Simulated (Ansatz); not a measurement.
# SiC (Moissanite) under changes of volume

One of the cells (10.341 Å³/atom); the others are scaled copies at fixed shape and fractional positions:

```
Si C
1.0
     3.07600    0.00000    0.00000
    -1.53800    2.66389    0.00000
     0.00000    0.00000    5.04800
Si C
2 2
Direct
  0.66667 0.33333 0.50000
  0.33333 0.66667 0.00000
  0.66667 0.33333 0.88500
  0.33333 0.66667 0.38500
```

| Item | Value |
| --- | --- |
| Program | Ansatz 0.2.0 |
| Functional | PBE |
| Potentials or basis | Ansatz PAW earlier set |
| Cutoff | 800 eV |
| Density cutoff | 3200 eV |
| k mesh | 10 × 10 × 5 |
| Occupations | fermi-dirac, width 0.05 eV |
| Spin | no spin polarisation |

| volume (Å³/atom) | energy over the lowest point (meV/atom) | pressure (GPa) | gap on the mesh (eV) | largest force (eV/Å) |
| --- | --- | --- | --- | --- |
| 9.721 | 45.49 | 19.5 | 2.38 | 0.855 |
| 9.927 | ? | ? | ? | ? |
| 10.134 | 9.79 | 8.5 | 2.45 | 0.785 |
| 10.341 | 1.96 | 3.7 | 2.48 | 0.753 |
| 10.548 | 0.00 | -0.6 | 2.51 | 0.722 |
| 10.755 | 3.36 | -4.5 | 2.52 | 0.693 |
| 10.961 | 11.55 | -8.1 | 2.48 | 0.666 |

Q: What does the run at 9.927 Å³/atom give?

A: Energy over the lowest point 24.08 meV/atom; pressure 13.7 GPa; gap on the mesh 2.41 eV; largest force 0.819 eV/Å.

Worked out: A Birch-Murnaghan fit of order 3 (a polynomial in V^(-2/3)) to the other rows has its minimum at 10.52 Å³/atom with B0 = V·E''(V) = 213 GPa and B' = 3.9 at fixed shape and positions, which overstates the stiffness. It gives 24.13 meV/atom at 9.927 Å³/atom, against the run's 24.08, and -dE/dV = 13.8 GPa, against 13.7. A parabola through the other rows of the gap, of slope 2.1 eV per unit of ln V there, gives 2.42 eV, against the run's 2.41.

Energies are extrapolated to zero smearing.

Caveats: odd divisions of the mesh miss points on the zone boundary, where band edges often lie, so the gap on the mesh can be too wide.

A mesh can miss the band edges.
